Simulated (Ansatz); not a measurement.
Crystal: TaN.

```
Ta N
1.0
     3.66304    0.00000    0.00000
     0.00000    3.66304    0.00000
     0.00000    0.00000    4.56049
Ta N
2 2
Direct
  0.00000 0.50000 0.00000
  0.50000 0.00000 0.50000
  0.00000 0.00000 0.25000
  0.00000 0.00000 0.75000
```

The cell comes from a database or a generator and needn't be the stable form of this composition.

* Program: Ansatz 0.2.0
* Task: single point
* Functional: PBE
* Potentials or basis: Ansatz PAW
* Cutoff: 420 eV (not typed: the program's choice for these potentials)
* k mesh: 7 × 7 × 6
* Occupations: fermi-dirac, width 0.05 eV
* Spin: no spin polarisation

On this cell: pressure -19.8 GPa; largest force under 0.003 eV/Å; band gap on the k mesh none (metal or under the smearing width).

The same run follows on a disturbed copy (atoms moved at random, drawn with an rms of 0.05 Å):

```
Ta N
1.0
     3.66304    0.00000    0.00000
     0.00000    3.66304    0.00000
     0.00000    0.00000    4.56049
Ta N
2 2
Direct
  0.00390 0.49380 0.98355
  0.50490 0.99133 0.50715
  0.99281 0.99644 0.25313
  0.99339 0.99806 0.74473
```

Problem. What does the disturbed cell give?

Solution. The energy (extrapolated to zero smearing) moves by +10.5 meV/atom; pressure -19.2 GPa; largest force 0.646 eV/Å; band gap on the k mesh none (metal or under the smearing width).

Forces in eV/Å, atoms in the order of the input:
```
Ta  -0.038  0.015  0.439
Ta  -0.182  0.024 -0.534
N    0.057 -0.004 -0.529
N    0.163 -0.035  0.624
```

Stress tensor (GPa, compression positive):
```
-28.44   0.07   0.31
  0.07 -31.65   0.14
  0.31   0.14   2.38
```

Caveats: so large a pressure means that the cell lies far from this level's equilibrium, or that cutoff or potentials fall short (some runs).
